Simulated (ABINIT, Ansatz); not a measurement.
**AlN (Fm-3m): from Born charge to LO-TO splitting**

How high does the longitudinal optical mode of AlN (Fm-3m) lie, given the transverse one, the Born charge and ε∞?

Method: DFT LDA, scalar-relativistic, plane waves, PseudoDojo norm-conserving pseudopotentials, in ABINIT 10.8.3.

### Step 1. Set-up

Symmetry: Fm-3m, No. 225, cubic system. Conventional cell: a = 4.004 Å, b = 4.004 Å, c = 4.004 Å, α = 90.00°, β = 90.00°, γ = 90.00°. Nearest to Al lie 6 N at 2.00 Å. Nearest to N lie 6 Al at 2.00 Å. Farther neighbours and most contacts between anions are not listed.

As a file:

```cif
data_structure
_symmetry_space_group_name_H-M 'P 1'
_symmetry_Int_Tables_number 1
_cell_length_a 2.8310
_cell_length_b 2.8310
_cell_length_c 2.8310
_cell_angle_alpha 60.000
_cell_angle_beta 60.000
_cell_angle_gamma 60.000
_cell_volume 16.04
loop_
_atom_site_label
_atom_site_type_symbol
_atom_site_fract_x
_atom_site_fract_y
_atom_site_fract_z
_atom_site_occupancy
Al1 Al 0.50000 0.50000 0.50000 1
N2 N 0.00000 0.00000 0.00000 1
```

This is the cell after its relaxation at this level of theory, not the database cell from which that began.

### Step 2. What the response run gave

A linear-response run on the relaxed cell, with the response to an electric field; only its zone-centre results are used. Cutoff 36 Ha, k mesh 6×6×6 with shifts.

Numbers of over 12 decimals in the logs are rounded to 6 here.

Log:

```text
[banners, grids, parts of the stress and lines that vanish by symmetry left out]
- input  file    -> dfpt_gamma.abi
- output file    -> dfpt_gamma.abo
- root for input  files -> dfpt_gammai
[...]
DATASET    1 : space group Fm -3 m (#225); Bravais cF (face-center cubic)
[...]
nfft =       27000          nkpt =         432
[...]
DATASET    2 : space group Fm -3 m (#225); Bravais cF (face-center cubic)
[...]
nfft =       27000          nkpt =         432
[...]
== DATASET  1 ==================================================================
[...]
cutoff_energies: {ecut:  36.0, pawecutdg:  -1.0, }
[...]
-  7.00000   5.00000  180309                  znucl, zion, pspdat
[...]
Perturbation : derivative vs k along direction   1
[...]
-ETOT  1  -16.827346885487     -1.683E+01 2.503E+00 0.000E+00
 ETOT  2  -16.876761826040     -4.941E-02 6.645E-02 0.000E+00
 ETOT  3  -16.877167578190     -4.058E-04 1.381E-04 0.000E+00
 ETOT  4  -16.877172481438     -4.903E-06 7.606E-06 0.000E+00
 ETOT  5  -16.877172553683     -7.225E-08 5.487E-08 0.000E+00
[...]
At SCF step   13   max residual=  9.99E-21 < tolwfr=  1.00E-20 =>converged.
[...]
Perturbation : derivative vs k along direction   2
[...]
-ETOT  1  -16.827346884261     -1.683E+01 2.503E+00 0.000E+00
[...]
At SCF step   13   max residual=  9.99E-21 < tolwfr=  1.00E-20 =>converged.
[...]
Perturbation : derivative vs k along direction   3
[...]
-ETOT  1  -16.827346883035     -1.683E+01 2.503E+00 0.000E+00
[...]
At SCF step   13   max residual=  9.99E-21 < tolwfr=  1.00E-20 =>converged.
[...]
1        1       1.3976226020    0.0000000000
     1        2      -0.6988113010   -0.0000000000
     1        3      -0.6988113010   -0.0000000000
     2        1      -0.6988113010   -0.0000000000
     2        2       1.3976226020   -0.0000000000
     2        3       0.6988113010   -0.0000000000
     3        1      -0.6988113010   -0.0000000000
     3        2       0.6988113010   -0.0000000000
     3        3       1.3976226020   -0.0000000000
[...]
== DATASET  2 ==================================================================
[...]
cutoff_energies: {ecut:  36.0, pawecutdg:  -1.0, }
[...]
Perturbation : displacement of atom   1   along direction   1
[...]
-ETOT  1   2.439670     -1.420E+01 1.227E-01 2.963E+02
[...]
At SCF step    8       vres2   =  3.10E-13 < tolvrs=  1.00E-10 =>converged.
[...]
At SCF step    7       vres2   =  1.77E-12 < tolvrs=  1.00E-10 =>converged.
[...]
-ETOT  1   1.354641     -6.771E+00 2.981E+00 5.358E+02
[...]
ETOT  6   1.216988     -1.289E-10 1.245E-11 1.621E-09
 ETOT  7   1.216988     -1.444E-12 2.681E-13 1.689E-12
 At SCF step    7       vres2   =  1.69E-12 < tolvrs=  1.00E-10 =>converged.
[...]
Dielectric tensor, in cartesian coordinates,
[...]
1    4   1    4         4.9556913489        -0.0000000000
   1    4   2    4        -0.0000000000        -0.0000000000
   1    4   3    4        -0.0000000000        -0.0000000000
   2    4   1    4         0.0000000000        -0.0000000000
   2    4   2    4         4.9556913489        -0.0000000000
   2    4   3    4         0.0000000000        -0.0000000000
   3    4   1    4        -0.0000000000        -0.0000000000
   3    4   2    4         0.0000000000        -0.0000000000
   3    4   3    4         4.9556913489        -0.0000000000
  Effective charges, in cartesian coordinates,
[...]
1    1   1    4         2.9268778633         0.0000000000
   2    1   1    4        -0.0000000000         0.0000000000
   3    1   1    4         0.0000000000         0.0000000000
   1    2   1    4        -2.9270523576         0.0000000000
   2    2   1    4         0.0000000000         0.0000000000
[...]
Effective charges, in cartesian coordinates,
[...]
Rigid-atom elastic tensor , in cartesian coordinates,
[...]
Rigid-atom proper piezoelectric tensor, in cartesian coordinates,
[...]
2    4   2    6         0.0000000000         0.0000000000
   2    4   3    6         0.0000000000         0.0000000000
   3    4   1    5         0.0000000000         0.0000000000
   3    4   2    5         0.0000000000         0.0000000000
   3    4   3    5         0.0000000000         0.0000000000
   3    4   1    6         0.0000000000         0.0000000000
   3    4   2    6         0.0000000000         0.0000000000
   3    4   3    6         0.0000000000         0.0000000000
  Phonon wavevector (reduced coordinates) :  0.00000  0.00000  0.00000
 Phonon energies in Hartree :
[...]
Phonon frequencies in cm-1    :
-  1.581745E+00  1.581745E+00  1.581745E+00  4.840121E+02  4.840121E+02
-  4.840121E+02
  Phonon at Gamma, with non-analyticity in the
[...]
Phonon energies in Hartree :
[...]
Phonon frequencies in cm-1    :
-  1.581745E+00  1.581745E+00  1.581754E+00  4.840121E+02  4.840121E+02
-  8.996088E+02
  Phonon at Gamma, with non-analyticity in the
[...]
Phonon energies in Hartree :
[...]
Phonon frequencies in cm-1    :
-  1.581745E+00  1.581745E+00  1.581754E+00  4.840121E+02  4.840121E+02
-  8.996088E+02
  Phonon at Gamma, with non-analyticity in the
[...]
Phonon energies in Hartree :
[...]
Phonon frequencies in cm-1    :
-  1.581745E+00  1.581745E+00  1.581754E+00  4.840121E+02  4.840121E+02
-  8.996088E+02
[...]
fcart2     0.0000000000E+00  0.0000000000E+00  0.0000000000E+00
           strten2     0.0000000000E+00  0.0000000000E+00  0.0000000000E+00
================================================================================
```

```
                       quantity   value
             cell volume Ω (Å³)  16.045
                 mass of Al (u)  26.982
                  mass of N (u)  14.007
     Born charge of Al, raw (e)   2.927
      Born charge of N, raw (e)  -2.927
                             ε∞   4.956
ω(TO) after the sum rule (cm⁻¹)   484.0
```

### Step 3. The calculation

The charges must sum to zero over the cell; taking off their mean, 0.000 e, leaves Z* = 2.927 e on Al. In the polar mode Al moves against N, so the reduced mass is μ = 26.98 × 14.01 / 40.99 = 9.220 u.

A longitudinal wave builds up a field that adds to the restoring force: ω(LO)² = ω(TO)² + 4π Z*² / (μ Ω ε∞), in Hartree atomic units. With μ = 16808 electron masses and Ω = 108.27 bohr³ the second term is 1.1938e-05 Ha², or 575023 cm⁻² (1 Ha = 219474.6 cm⁻¹).

So ω(LO) = √(234266 + 575023) = 899.6 cm⁻¹, and by the Lyddane-Sachs-Teller relation ε₀ = ε∞ (ω(LO)/ω(TO))² = 17.12.

### Step 4. Check against the program

The analysis program adds the same non-analytic term to the full matrix.

Log:

```text
[banners, grids, parts of the stress and lines that vanish by symmetry left out]
-outvars_anaddb: echo values of input variables ----------------------

 Flags :
[...]
Dielectric Tensor and Effective Charges
[...]
Effective charge tensors after
[...]
Phonon wavevector (reduced coordinates) :  0.00000  0.00000  0.00000
 Phonon energies in Hartree :
[...]
Phonon energies in meV     :
-  0.000000E+00  0.000000E+00  0.000000E+00  6.000923E+01  6.000923E+01
-  6.000923E+01
 Phonon frequencies in cm-1    :
-  0.000000E+00  0.000000E+00  0.000000E+00  4.840071E+02  4.840071E+02
-  4.840071E+02
 Phonon frequencies in Thz     :
-  0.000000E+00  0.000000E+00  0.000000E+00  1.451017E+01  1.451017E+01
-  1.451017E+01
 Phonon energies in Kelvin  :
-  0.000000E+00  0.000000E+00  0.000000E+00  6.963782E+02  6.963782E+02
-  6.963782E+02
[...]
-  1  0.00000000E+00  0.00000000E+00  3.65839095E-03
-     0.00000000E+00  0.00000000E+00  0.00000000E+00
-  2  0.00000000E+00  0.00000000E+00  3.65839079E-03
-     0.00000000E+00  0.00000000E+00  0.00000000E+00
[...]
-  1  0.00000000E+00 -3.65839094E-03  0.00000000E+00
-     0.00000000E+00  0.00000000E+00  0.00000000E+00
-  2  0.00000000E+00 -3.65839079E-03  0.00000000E+00
-     0.00000000E+00  0.00000000E+00  0.00000000E+00
[...]
-  1  3.65839094E-03  0.00000000E+00  0.00000000E+00
-     0.00000000E+00  0.00000000E+00  0.00000000E+00
-  2  3.65839079E-03  0.00000000E+00  0.00000000E+00
-     0.00000000E+00  0.00000000E+00  0.00000000E+00
[...]
-  1  2.68649338E-07 -7.30058428E-07  2.63587767E-03
-     0.00000000E+00  0.00000000E+00  0.00000000E+00
-  2 -5.17506065E-07  1.40633015E-06 -5.07755832E-03
-     0.00000000E+00  0.00000000E+00  0.00000000E+00
[...]
-  1  5.72442418E-07  2.63587762E-03  7.30000071E-07
-     0.00000000E+00  0.00000000E+00  0.00000000E+00
-  2 -1.10271041E-06 -5.07755822E-03 -1.40621774E-06
-     0.00000000E+00  0.00000000E+00  0.00000000E+00
[...]
-  1  2.63587771E-03 -5.72367991E-07 -2.68807871E-07
-     0.00000000E+00  0.00000000E+00  0.00000000E+00
-  2 -5.07755839E-03  1.10256704E-06  5.17811450E-07
-     0.00000000E+00  0.00000000E+00  0.00000000E+00
[...]
-     1         -0.000000     0.000000     0.000000     0.000000
-     2          0.000000    -0.000000     0.000000     0.000000
-     3          0.000000     0.000000    -0.000000     0.000000
-     4          0.000402    -0.001093     3.946354     3.946354
-     5          0.000857     3.946354     0.001093     3.946354
-     6          3.946354    -0.000857    -0.000402     3.946354
[...]
-   1     Real    0.0000E+00  0.0000E+00  0.0000E+00  0.0000E+00  0.0000E+00  0.0000E+00  0.0000E+00
[...]
-  2.696933E+01
 Phonon energies in Kelvin  :
-  0.000000E+00  0.000000E+00  0.000000E+00  6.963782E+02  6.963782E+02
-  1.294324E+03
[...]
-  1  0.00000000E+00  0.00000000E+00  3.65839095E-03
-     0.00000000E+00  0.00000000E+00  0.00000000E+00
-  2  0.00000000E+00  0.00000000E+00  3.65839079E-03
-     0.00000000E+00  0.00000000E+00  0.00000000E+00
[...]
Phonon at Gamma, with non-analyticity in the
[...]
Phonon energies in Hartree :
[...]
Phonon energies in meV     :
-  0.000000E+00  0.000000E+00  0.000000E+00  6.000923E+01  6.000923E+01
-  1.115362E+02
 Phonon frequencies in cm-1    :
-  0.000000E+00  0.000000E+00  0.000000E+00  4.840071E+02  4.840071E+02
-  8.996000E+02
 Phonon frequencies in Thz     :
-  0.000000E+00  0.000000E+00  0.000000E+00  1.451017E+01  1.451017E+01
-  2.696933E+01
 Phonon energies in Kelvin  :
-  0.000000E+00  0.000000E+00  0.000000E+00  6.963782E+02  6.963782E+02
-  1.294324E+03
[...]
Phonon at Gamma, with non-analyticity in the
[...]
Phonon energies in Hartree :
[...]
Phonon energies in meV     :
-  0.000000E+00  0.000000E+00  0.000000E+00  6.000923E+01  6.000923E+01
-  1.115362E+02
 Phonon frequencies in cm-1    :
-  0.000000E+00  0.000000E+00  0.000000E+00  4.840071E+02  4.840071E+02
-  8.996000E+02
 Phonon frequencies in Thz     :
-  0.000000E+00  0.000000E+00  0.000000E+00  1.451017E+01  1.451017E+01
-  2.696933E+01
 Phonon energies in Kelvin  :
-  0.000000E+00  0.000000E+00  0.000000E+00  6.963782E+02  6.963782E+02
-  1.294324E+03
[...]
-  1  5.40778936E-07 -3.65839087E-03 -3.87657595E-07
-     0.00000000E+00  0.00000000E+00  0.00000000E+00
-  2  5.40741957E-07 -3.65839075E-03 -3.87694534E-07
-     0.00000000E+00  0.00000000E+00  0.00000000E+00
[...]
-  1  3.65839088E-03  5.40719662E-07  3.20974802E-07
-     0.00000000E+00  0.00000000E+00  0.00000000E+00
-  2  3.65839076E-03  5.40756604E-07  3.21011754E-07
-     0.00000000E+00  0.00000000E+00  0.00000000E+00
[...]
-  1  4.68961180E-04  1.58458027E-03 -2.05354145E-03
-     0.00000000E+00  0.00000000E+00  0.00000000E+00
-  2 -9.03371870E-04 -3.05241734E-03  3.95578921E-03
-     0.00000000E+00  0.00000000E+00  0.00000000E+00
[...]
-  1  2.10047055E-03 -1.45636757E-03 -6.44102980E-04
-     0.00000000E+00  0.00000000E+00  0.00000000E+00
-  2 -4.04618994E-03  2.80543796E-03  1.24075198E-03
-     0.00000000E+00  0.00000000E+00  0.00000000E+00
[...]
Direction                     Dielectric constant
[...]
Elastic Tensor (clamped ion) (unit:10^2GP):
[...]
Elastic Tensor (relaxed ion) (unit:10^2GP):
[...]
-0.0000000  -0.0000000   0.0000000  -0.0000000   0.3023989   0.0000000
  -0.0000000  -0.0000000   0.0000000  -0.0000000   0.0000000   0.3023989
-
```

```
    quantity  by hand  program
ω(LO) (cm⁻¹)    899.6    899.6
          ε₀    17.12    17.12
```

### Step 5. Results

* TO mode: 484.0 cm⁻¹
* LO mode: 899.6 cm⁻¹
* static dielectric constant: 17.12

**Reading.** The LO mode of AlN (Fm-3m) lies at 900 cm⁻¹, 416 cm⁻¹ above the TO mode; the formula meets the program within 0.1 cm⁻¹, as it must for a cubic crystal with one polar mode. ω(LO)² − ω(TO)² goes with Z*²/ε∞: an error of 5 % in ε∞ would move the LO mode by 15.3 cm⁻¹, and semilocal functionals tend to overestimate ε∞. These are harmonic values at zero temperature, at the volume of this functional, for the structure held cubic; stability elsewhere in the zone is no part of this calculation.

[Host names and launcher messages were left out of these logs when they were recorded.]

[Logs are printed without paths, hosts, clocks, repeated set-up lines and the standing remarks that a program may print on its own settings, such as how far it seeks lower states.]

[Hosts, paths, dates, database ids (printed as entryN), source tags and the programs' standing remarks are cut or masked in the printed files.]
